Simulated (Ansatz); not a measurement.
Crystal: KBr.

```xyz
2
Lattice="0.0000 3.3000 3.3000 3.3000 0.0000 3.3000 3.3000 3.3000 0.0000" Properties=species:S:1:pos:R:3 pbc="T T T"
Br    3.3000    3.3000    3.3000
K     0.0000    0.0000    0.0000
```

Base run:

* Program: Ansatz 0.2.0
* Functional: HSE06 form with a typed share of exact exchange
* Potentials or basis: Ansatz PAW
* Cutoff: 420 eV (not typed: the program's choice for these potentials)
* k mesh: 4 × 4 × 4
* Occupations: fermi-dirac, width 0.05 eV
* Spin: no spin polarisation

Its results: band gap on the k mesh 5.62 eV, direct; pressure 0.5 GPa.

Problem. The run is repeated on the same cell with these changes: share of exact exchange from 0.25 to 0.4. What comes out?

Solution. Band gap on the k mesh 6.36 eV, direct; pressure 0.3 GPa.

Caveats: the PAW data sets come from PBE, with cores solved anew for the run's functional, which leaves a small shift of forces and pressure; the thresholds are loose for stress.

